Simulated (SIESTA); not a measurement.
HfO2:

```
Hf O
1.0
     3.61685    0.00000    0.00000
     1.80843    3.13229    0.00000
     1.80843    1.04410    2.95315
Hf O
1 2
Direct
  0.00000 0.00000 0.00000
  0.75000 0.75000 0.75000
  0.25000 0.25000 0.25000
```

Measurements of this composition are mostly on another form, of space group No. 14.

Base run:

- Program: SIESTA 5.4.2
- Functional: VV10
- Potentials or basis: PseudoDojo 0.4 standard (PBE files)
- Basis: DZP (energy shift 0.003 Ry; two zetas on semicore shells)
- Grid cutoff: 800 Ry
- Energy shift: 0.003 Ry
- k mesh: 9 × 9 × 9
- Occupations: fermi-dirac, width 0.05 eV
- Spin: no spin polarisation

Its results: band gap on the k mesh 3.63 eV, indirect (least direct gap 3.74 eV); pressure 2.5 GPa.

**Question.** After a change of settings the same cell gave: band gap on the k mesh 3.62 eV, indirect (least direct gap 3.74 eV); pressure -6.8 GPa. Which change was it?
A. functional from VV10 to vdW-DF-cx
B. functional from VV10 to vdW-DF-C09
C. functional from VV10 to vdW-DF2
D. functional from VV10 to PBE

**Answer.** B.

Caveats: short orbitals over semicore shells can move pressures by several GPa; the potentials were made for another functional, which shifts forces and pressure; spin-orbit coupling is left out, which moves the levels of the heavy elements; an odd mesh through Γ misses points on the zone boundary, where band edges often lie; the basis of atomic orbitals isn't converged, which shifts pressures, moduli and gaps; the non-local part is tabulated coarsely and may be off by about a percent (some runs).

Not every run made on this cell is shown here.
